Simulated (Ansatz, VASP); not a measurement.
## One calculation of Pt, two programs

```
Pt
1.0
     0.00000    1.99048    1.99048
     1.99048    0.00000    1.99048
     1.99048    1.99048    0.00000
Pt
1
Direct
  0.00000 0.00000 0.00000
```

Alike in both runs: functional PBE; k mesh 18 × 18 × 18; occupations gaussian, width 0.1 eV; no spin polarisation.

Ansatz relaxed the structure, and its values are those at the end. VASP's run is a single point on that final structure, the one shown.

```csv
,VASP,Ansatz
version,VASP 6.6.1,Ansatz 0.2.0
potentials or method,"VASP PAW PBE potentials, release 64 (Pt)","scalar-relativistic, plane waves, PAW"
plane-wave cutoff (eV),520,420
valence electrons in the cell,10,18
```

```tsv
	VASP	Ansatz	Ansatz less VASP
gap on the k mesh at the Fermi level (eV)	none	none	-
pressure (GPa)	-2.5	-2.0	+0.47
```

A gap of «none» marks a metal or a gap that the smearing closes. The functional is the same, so the differences come from potentials, cutoffs and numerics. The two sets of potentials don't hold the same shells in valence.

The runs have no spin-orbit coupling, so splittings on Pt are missing.
